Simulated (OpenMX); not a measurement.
The system is WC.

```xyz
2
Lattice="3.1009 0.0000 0.0000 1.5505 2.6855 0.0000 1.5505 0.8952 2.5319" Properties=species:S:1:pos:R:3 pbc="T T T"
W     0.0000    0.0000    0.0000
C     3.1009    1.7903    1.2659
```

Measurements of this composition are mostly on another form, of space group No. 187.

Base run:

* Program: OpenMX 3.8.5
* Functional: PBE
* Potentials or basis: OpenMX 2013 PBE set, W7.0-s3p2d2f1, C6.0-s2p2d1, grid cutoff 400 Ry
* k mesh: 7 × 7 × 7
* Occupations: fermi-dirac, width 0.05 eV
* Spin: no spin polarisation

Its results: band gap on the k mesh none (metal or under the smearing width); pressure -1.2 GPa.

Task: The run is repeated on the same cell with these changes: dispersion from none to D3. What comes out?

Result: Band gap on the k mesh none (metal or under the smearing width); pressure -7.5 GPa.

Dispersion adds attraction, which lowers the pressure at fixed volume and, as a term added to the energy, leaves the levels alone.

Caveats: the basis of atomic orbitals isn't converged, which shifts pressures, moduli and gaps; pairwise dispersion overbinds metals, which lowers pressure and volume (some runs).
